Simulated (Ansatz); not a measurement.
All numbers below come from Ansatz, DFT PBE, scalar-relativistic, plane waves, PAW. All cells share a 420 eV cutoff and Γ-centred k meshes spaced at most about 0.3 Å⁻¹ (about 0.25 or finer for metals, 2π included). No spin polarisation in the final relaxations.

Temperature and zero-point effects are left out. All come from trial cells, and lower structures may exist.

Question: Order these relaxed structures of Li by energy, lowest first, with the energy over the lowest of them.
A.

```xyz
1
Lattice="-1.7042 1.7042 1.7473 1.7042 -1.7042 1.7473 1.7042 1.7042 -1.7473" Properties=species:S:1:pos:R:3 pbc="T T T"
Li    0.0000    0.0000    0.0000
```

B.

```xyz
3
Lattice="4.9229 0.0000 0.0000 -2.4615 4.2634 0.0000 0.0000 0.0000 2.8957" Properties=species:S:1:pos:R:3 pbc="T T T"
Li    0.0000    2.8423    1.4478
Li    2.4615    1.4211    1.4478
Li    0.0000    0.0000    0.0000
```

Answer: A (0 meV/atom), B (12 meV/atom). Forms: A I4/mmm; B omega type, P6/mmm. Counting all near atoms (those within 1.25 times the shortest distance at each site; a plus sign parts nearer from farther groups; a slash parts the counts of unlike sites): A has Li 8+6; B has Li 5+6/2+12.

For metals, differences of a few meV/atom aren't resolved. Cells relaxed within their symmetry can be saddle points. The I4/mmm cell of Li came from shaking the P6/mmm one. The part of the Crystallography Open Database at hand lists Li in space groups No. 166, 191, 194, 225, 229; sharing a group (P6/mmm) doesn't make a cell the listed structure. Some structure types and database cells were kept out of the candidates from the start, so a known form may be missing.
